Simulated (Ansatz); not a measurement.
## Au under pressure: fit and missing row

Au, Fm-3m, a = 4.158 Å. Ansatz: PBE, PAW, 420 eV, Γ-centred 18×18×18 mesh on 1 atom, Gaussian smearing 0.10 eV; no spin polarisation. Cell and atoms are relaxed at each pressure, and no other structure is tried, so the rows at high pressure may lie past a change of phase.

```tsv
V (Å³/atom)	P (GPa)
14.369	59.99
15.607	29.94
?	14.99
17.112	8.00
17.621	2.95
17.971	0.00
18.385	-3.01
```

Problem. Take V0 = 17.971 Å³/atom, fit the third-order Birch–Murnaghan form to the other rows, and predict the missing volume.

Solution. With the Eulerian strain f = ½[(V0/V)^(2/3) − 1] and y = P/[3f(1 + 2f)^(5/2)], the form is the line y = B0 + 1.5 B0 (B0′ − 4) f. Rows (f, y): 0.08041, 171.3; 0.04929, 160.1; 0.01660, 148.0; 0.00660, 144.2; -0.00753, 138.4. Means f = 0.02907, y = 152.40; Σ(Δf)² = 0.005045, ΣΔfΔy = 1.878; the slope is their ratio. y = 141.6 + 372.2 f GPa, so B0 = 141.6 GPa and B0′ = 4 + 2 × (372.2)/(3 × 141.6) = 5.75. P = 14.99 GPa is met at f = 0.02857 (y = 152.23), so V = V0 (1 + 2f)^(−3/2) = 16.534 Å³/atom. The run gave 16.535 Å³/atom, so the fit is 0.001 Å³/atom too low, within the rms miss on the fitted rows (0.002 Å³/atom).

Spin–orbit coupling is left out, which can shift energies with elements as heavy as these.